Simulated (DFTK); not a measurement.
Mo: band structure with BJ06

Mo:

```
Mo
1.0
    -1.58381    1.58381    1.58381
     1.58381   -1.58381    1.58381
     1.58381    1.58381   -1.58381
Mo
1
Direct
  0.00000 0.00000 0.00000
```

```
Program                      : DFTK 0.8.2
Task                         : band structure
Functional                   : BJ06
Potentials or basis          : SG15 1.2 (PBE)
Cutoff                       : 1225 eV
k mesh                       : 12 × 12 × 12
Occupations                  : fermi-dirac, width 0.05 eV
Spin                         : no spin polarisation
Valence electrons            : Mo 14
SCF tolerance on the density : 1e-06
```

The band gap on the k mesh is none (metal or under the smearing width).

Levels at the corners of the path, in eV from the Fermi level:
| point | band 5 | band 6 | band 7 | band 8 | band 9 | band 10 |
| --- | --- | --- | --- | --- | --- | --- |
| Γ | -6.94 | -1.38 | -1.38 | -1.38 | 1.70 | 1.70 |
| H | -5.21 | -5.21 | 3.78 | 3.78 | 3.78 | 9.20 |
| N | -5.14 | -3.34 | 1.68 | 1.78 | 2.32 | 4.51 |
| Γ | -6.94 | -1.38 | -1.38 | -1.38 | 1.70 | 1.70 |
| P | -2.55 | -2.55 | -2.55 | 2.44 | 2.44 | 9.68 |
| H | -5.21 | -5.21 | 3.78 | 3.78 | 3.78 | 9.20 |
| P | -2.55 | -2.55 | -2.55 | 2.44 | 2.44 | 9.68 |
| N | -5.14 | -3.34 | 1.68 | 1.78 | 2.32 | 4.51 |

Wall time 4.5 min on 1 thread of Intel(R) Xeon(R) Processor @ 2.50GHz (Skylake/Cascade Lake) (shared host), peak memory 1.7 GiB.

Caveat: the program leaves the constant c of mgga_x_tb09 at 1, so the potential is Becke-Johnson's (BJ06) and not Tran and Blaha's, with levels but no total energy.
